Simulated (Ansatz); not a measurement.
**Moving the functional in WC**

```xyz
2
Lattice="2.9065 0.0000 0.0000 -1.4532 2.5171 0.0000 0.0000 0.0000 2.8366" Properties=species:S:1:pos:R:3 pbc="T T T"
W     0.0000    0.0000    0.0000
C     1.4533    0.8390    1.4183
```

Kept alike: task band structure; k mesh 10 × 10 × 9; occupations fermi-dirac, width 0.05 eV; no spin polarisation. Program: Ansatz, all-electron LAPW, scalar-relativistic. The mesh is that of the run's cell of 2 atoms. No spin-orbit coupling.

| run | pressure (GPa) |
| --- | --- |
| A | -3.43 |
| B | 5.70 |
| C | -9.75 |

Pressure is positive in compression. For a metal such a mesh leaves the last digits unconverged.

Question: The runs differ in the functional alone: LDA; PBE; PBEsol. Which run is which?

Answer: Run A is PBEsol; run B is PBE; run C is LDA. The pressure runs from -9.75 (LDA) to 5.70 GPa (PBE). From PBE: LDA -15.45; PBEsol -9.13. A positive pressure means that the functional's own cell is larger than the one given, a negative one that it is smaller.

At this fixed cell, LDA favours contraction most strongly, PBEsol favours it more weakly, and PBE favours expansion. This is the familiar order of equilibrium volumes for a dense solid, LDA smallest and PBE largest. It probably reflects the exchange enhancement in regions of strong density gradient, which softens LDA's overbinding and is weaker in PBEsol than in PBE. Tungsten carbide makes the contrast conspicuous in pressure: strong covalent W 5d–C 2p bonding, together with metal–metal bonding, gives it a very high bulk modulus, so even a small mismatch in volume costs a large stress. The spread from -9.75 to 5.70 GPa therefore doesn't imply equally dramatic differences in bond length. PBEsol has the smallest residual pressure, which places this cell nearest its own equilibrium volume if the three functionals give similar stiffness, but that alone doesn't make it the most accurate description of the carbide. Nor does a single scalar pressure show whether the mismatch lies mainly along the hexagonal axis or within the basal plane.
